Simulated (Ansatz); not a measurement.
# SiO2: how settings move the results

The task here is to estimate one member of a computed series from the others.

Program: Ansatz 0.2.0. Level of theory: DFT r2SCAN, scalar-relativistic, plane waves, PAW for the base; runs at other levels say so in their headings and inputs. These are calculated values, not measurements.

1 further run of the same task is left out (set aside as unsound or not needed). Runs told in other sessions of the task aren't counted.

**The structure to begin with**

The structure is tetragonal, space group I-42d (No. 122). Conventional cell: a = 4.748 Å, b = 4.748 Å, c = 7.488 Å, α = 90.00°, β = 90.00°, γ = 90.00°. Around Si (site symmetry -4) lie 4 O at 1.62 Å. O (site symmetry 2) is surrounded by 2 Si at 1.62 Å.

Coordinates:

```
CELL_PARAMETERS angstrom
-2.37405 2.37405 3.74400
2.37405 -2.37405 3.74400
2.37405 2.37405 -3.74400
ATOMIC_POSITIONS crystal
Si 0.00000 0.00000 0.00000
Si 0.75000 0.25000 0.50000
O 0.99838 0.62500 0.87338
O 0.37500 0.24838 0.37338
O 0.75162 0.12500 0.12662
O 0.87500 0.00162 0.62662
```

Source of the structure: the Crystallography Open Database. It is taken as it stands there.

**The base input**

File input.yaml:

```yaml
crystal:
  lattice:
    - [-2.37405, 2.37405, 3.744]
    - [2.37405, -2.37405, 3.744]
    - [2.37405, 2.37405, -3.744]
  atoms:
    - { symbol: Si, position: [0.0, 0.0, 0.0] }
    - { symbol: Si, position: [0.75, 0.25, 0.5] }
    - { symbol: O, position: [0.99838, 0.625, 0.87338] }
    - { symbol: O, position: [0.375, 0.24838, 0.37338] }
    - { symbol: O, position: [0.75162, 0.125, 0.12662] }
    - { symbol: O, position: [0.875, 0.00162, 0.62662] }
basis:
  ecutwfc: 500
kpoints:
  mp_grid: { grid: [8, 8, 8] }
hamiltonian:
  xc: r2scan
scf:
  occupations: { method: gaussian, width: 0.02 }
output:
  forces: true
  stress: true
  eigenvalues: true
  populations: true
  write_density: true
  write_potential: true
  elf: true
  volumetric_format: npy
```

Its results, from an earlier run: -593.3520 eV/atom at zero smearing, pressure -1.32 GPa, largest force 0.193 eV/Å, gap on the mesh 6.70 eV, in 6 SCF cycles and 28 s.

The first run:

File input.yaml:

```yaml
crystal:
  lattice:
    - [-2.37405, 2.37405, 3.744]
    - [2.37405, -2.37405, 3.744]
    - [2.37405, 2.37405, -3.744]
  atoms:
    - { symbol: Si, position: [0.0, 0.0, 0.0] }
    - { symbol: Si, position: [0.75, 0.25, 0.5] }
    - { symbol: O, position: [0.99838, 0.625, 0.87338] }
    - { symbol: O, position: [0.375, 0.24838, 0.37338] }
    - { symbol: O, position: [0.75162, 0.125, 0.12662] }
    - { symbol: O, position: [0.875, 0.00162, 0.62662] }
basis:
  ecutwfc: 420
kpoints:
  mp_grid: { grid: [8, 8, 8] }
hamiltonian:
  xc: lda
scf:
  occupations: { method: gaussian, width: 0.02 }
output:
  forces: true
  stress: true
  eigenvalues: true
relax:
  adjacent_minimum: "off"
  f_tol: 0.01
  max_steps: 60
  cell: { stress_tol: 0.05 }
```

Started as:

```
$ ansatz run input.yaml --threads 1 --pin off --max-ram 2560MiB --backend cpu --events-out ev --progress --plain --runs-dir out
```

Steps of the session up to this table: Relaxation, functional: LDA; Relaxing with functional PBEsol; Relaxation, functional: PBE; Relaxing with functional r2SCAN.

One of the session's tables, all rows but one given; the rest of the session is left out.

It belongs to the step «What the functional of a full relaxation changes». 

```
functional  a (Å)  c (Å)  volume (Å³/atom)  gap on the mesh (eV)
       LDA  4.924  7.287             14.73                  5.77
    PBEsol      ?      ?                 ?                     ?
       PBE  5.027  7.379             15.54                  5.73
    r2SCAN  4.947  7.313             14.91                  6.56
```

Q: Estimate the row for PBEsol from the others.

The run gave: a (Å): 4.980; c (Å): 7.338; volume (Å³/atom): 15.16; gap on the mesh (eV): 5.82. In the column «a (Å)» it lies between r2SCAN (4.947) and PBE (5.027).
